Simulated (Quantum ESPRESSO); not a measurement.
# CrCuO2 under changes of volume

One of the cells (10.911 Å³/atom); the others are scaled copies at fixed shape and fractional positions:

```
Cu Cr O
1.0
     1.48670    0.85835    5.70000
    -1.48670    0.85835    5.70000
     0.00000   -1.71669    5.70000
Cu Cr O
1 1 2
Cartesian
  0.0000 0.0000 0.0000
  0.0000 0.0000 8.5500
  0.0000 0.0000 15.2546
  0.0000 0.0000 1.8454
```

```yaml
Program: Quantum ESPRESSO 7.5
Functional: PBE
Potentials_or_basis: SSSP 1.3 efficiency PBE
Cutoff: 748 eV
Density_cutoff: 5987 eV
k_mesh: 10 × 10 × 10
Occupations: fermi-dirac, width 0.05 eV
Spin: collinear spin, ferromagnetic start
Starting_moments: "[0.6, 3.0, 0.0, 0.0] μB"
```

```csv
volume (Å³/atom),energy over the lowest point (meV/atom),pressure (GPa),gap on the mesh (eV)
10.256,47.10,17.4,0.89
10.474,26.23,12.4,0.97
10.692,11.87,7.9,1.05
10.911,?,?,?
11.129,0.00,0.3,1.02
11.347,1.36,-3.0,1.00
11.565,6.88,-5.9,0.97
```

Q: What does the run at 10.911 Å³/atom give?

A: Energy over the lowest point 3.34 meV/atom; pressure 3.9 GPa; gap on the mesh 1.05 eV.

Worked out: A Birch-Murnaghan fit of order 3 (a polynomial in V^(-2/3)) to the other rows has its minimum at 11.17 Å³/atom with B0 = V·E''(V) = 172 GPa and B' = 4.7 at fixed shape and positions, which overstates the stiffness. It gives 3.31 meV/atom at 10.911 Å³/atom, against the run's 3.34, and -dE/dV = 4.3 GPa, against 3.9. A parabola through the other rows of the gap, of slope 0.388 eV per unit of ln V there, gives 1.04 eV, against the run's 1.05.

Energies are extrapolated to zero smearing.

Caveats: only a ferromagnetic start was run, and an antiferromagnetic order may lie lower in energy.

A mesh can miss the band edges.
